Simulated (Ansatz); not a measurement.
Input and command of a plane-wave DFT calculation in Ansatz:

```yaml
crystal:
  lattice:
    - [0.0, 1.9082783539, 1.9082783539]
    - [1.9082783539, 0.0, 1.9082783539]
    - [1.9082783539, 1.9082783539, 0.0]
  atoms:
    - { symbol: V, position: [0.0, 0.0, 0.0] }
basis:
  ecutwfc: 420
kpoints:
  mp_grid: { grid: [18, 18, 18] }
  band_path:
    path:
      - [[0.0, 0.0, 0.0], [0.5, 0.0, 0.5], [0.625, 0.25, 0.625]]
      - [[0.375, 0.375, 0.75], [0.0, 0.0, 0.0], [0.5, 0.5, 0.5], [0.5, 0.25, 0.75], [0.5, 0.0, 0.5]]
    npoints: 14
hamiltonian:
  xc: pbe
scf:
  occupations: { method: gaussian, width: 0.1 }
  n_extra_bands: 6
output:
  forces: true
  stress: true
  eigenvalues: true
  populations: true
  dos: { projected: true, de: 0.02, nscf_kmesh: { grid: [27, 27, 27] } }
  bader: true
  write_density: true
  write_potential: true
  elf: true
  volumetric_format: npy
```

```bash
ansatz run input.yaml --threads 1 --pin off --max-ram 2560MiB --backend cpu --events-out ev --progress --plain --runs-dir out
```

Processor: Arm Neoverse V1, 1 thread, on a host shared with other jobs.

Question: How long does it run, and how much memory does it take?

Answer: About 8.6 s on 1 thread of Arm Neoverse V1, with other jobs on the host, peak memory 0.31 GiB. It solves 13 bands at 195 k points (the mesh reduced by the symmetry that the task leaves, which can be less than the crystal's) with about 283 plane waves, in 6 SCF iterations.
